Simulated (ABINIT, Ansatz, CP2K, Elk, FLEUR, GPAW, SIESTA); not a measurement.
**Li2O (Fm-3m, 3 atoms in the cell) computed with different codes at matched settings**

Self-consistent single point.

```xyz
3
Lattice="0.0000 2.2808 2.2808 2.2808 0.0000 2.2808 2.2808 2.2808 0.0000" Properties=species:S:1:pos:R:3 pbc="T T T"
Li     3.4212     3.4212     3.4212
Li     1.1404     1.1404     1.1404
O      0.0000     0.0000     0.0000
```

Shared settings, as Ansatz (a program for electronic structure) writes them: kpoints.mp_grid.grid = 6 6 6; scf.occupations.method = fermi_dirac; scf.occupations.width = 0.02 eV. Potentials and cutoffs stand in the table.

| code | model | gap on the mesh (eV) | cutoff |
|---|---|---|---|
| Ansatz | PBEsol, default PAW files made with PBE | 4.901 | default |
| SIESTA | GGA PBEsol, numerical atomic orbitals TZP, PseudoDojo PBEsol standard norm-conserving potentials (rewritten from UPF to PSML) | 5.027 | grid 300 Ry |
| Elk | PBEsol, all-electron FP-LAPW, Elk's shipped species files, APW+lo basis with extra local orbitals | 4.857 | rgkmax 7.5 |
| GPAW | PBEsol, GPAW PAW datasets PBEsol (made by gpaw-setup) | 4.894 | 900 eV |
| FLEUR | PBEsol, all-electron FLAPW (FLEUR), scalar-relativistic valence | 4.926 | Kmax 4.6 1/bohr |
| ABINIT | PBEsol, norm-conserving pseudopotentials (PseudoDojo nc-sr-04 PBEsol standard) | 4.922 | 1143 eV |
| CP2K | PBEsol, GPW, DZVP-MOLOPT-SR-GTH basis, GTH-PBE potentials (GTH_POTENTIALS) | 5.134 | grid 450 Ry |

Gaps are read on the mesh.

The spread over the programs that give each value: gap on the mesh within 0.277 eV.

SIESTA and CP2K use small atom-centred bases, whose incompleteness enters pressures, forces and empty levels differently from a plane-wave cutoff. Elk and FLEUR treat all electrons, but the usual bases taken here (sphere radii, linearisation, local orbitals, empty states) were not tested for convergence, so the values are no reference for the others. In the pressure, CP2K (by 1.20) lies more than 1 GPa from the median of the plane-wave programs. In the gap, SIESTA (by 0.126) and CP2K (by 0.233) lie more than 0.12 eV from the median of the plane-wave programs.

The starting cell comes from a database of computed structures (which also holds hypothetical and non-ambient phases and stackings), without a prior relaxation at this level. Its lattice was rescaled by a random factor within 2.5 % of one.

Keys are those of Ansatz 0.2.
